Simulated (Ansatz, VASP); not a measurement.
# One calculation of Ru, two programs

INCAR

```
SYSTEM = Ru
PREC = Accurate ; ENCUT = 520
EDIFF = 1E-7 ; ISMEAR = 0
SIGMA = 0.15 ; LREAL = .False.
LASPH = .True. ; NELM = 100
ALGO = Fast ; ISIF = 2
LWAVE = .False. ; LCHARG = .False.
GGA = PS ; NBANDS = 21
```

File KPOINTS:

```
regular mesh
0
Gamma
  18 18 10
  0 0 0
```

Contents of POSCAR:

```
Ru
1.0
    2.8403000000      0.0000000000      0.0000000000
   -1.4201500000      2.4597719544      0.0000000000
    0.0000000000      0.0000000000      3.9462000000
Ru
2
Direct
    0.3333333333      0.6666666667      0.2500000000
    0.6666666667      0.3333333333      0.7500000000
```

Input for Ansatz:

```yaml
crystal:
  lattice:
    - [2.8403, 0.0, 0.0]
    - [-1.42015, 2.4597719544, 0.0]
    - [0.0, 0.0, 3.9462]
  atoms:
    - { symbol: Ru, position: [0.3333333333, 0.6666666667, 0.25] }
    - { symbol: Ru, position: [0.6666666667, 0.3333333333, 0.75] }
basis:
  ecutwfc: 420
kpoints:
  mp_grid: { grid: [18, 18, 10] }
hamiltonian:
  xc: pbesol
  pseudopotentials: { kind: paw, azcp: { folder: soft_1 } }
scf:
  occupations: { method: gaussian, width: 0.15 }
output:
  forces: true
  stress: true
  eigenvalues: true
```

Alike in both runs: task single point; functional PBEsol; k mesh 18 × 18 × 10; occupations gaussian, width 0.15 eV; no spin polarisation.

```csv
,VASP,Ansatz
version,VASP 6.6.1,Ansatz 0.2.0
potentials or method,"VASP PAW PBE potentials, release 64 (Ru_pv)","scalar-relativistic, plane waves, PAW"
plane-wave cutoff (eV),520,420
valence electrons in the cell,28,32
```

```csv
,VASP,Ansatz,Ansatz less VASP
gap on the k mesh at the Fermi level (eV),none,none,-
pressure (GPa),-3.8,-3.7,+0.09
largest component of the traceless stress (GPa),31.55,31.59,+0.037
```

A gap of «none» marks a metal or a gap that the smearing closes. With one functional, cell and mesh, what is left measures potentials, basis and numerics. The two sets of potentials don't hold the same shells in valence. Ansatz warned: «pseudo_functional_mismatch».

Caveats: the PAW data sets were made with another functional, which shifts forces and pressure a little (VASP).
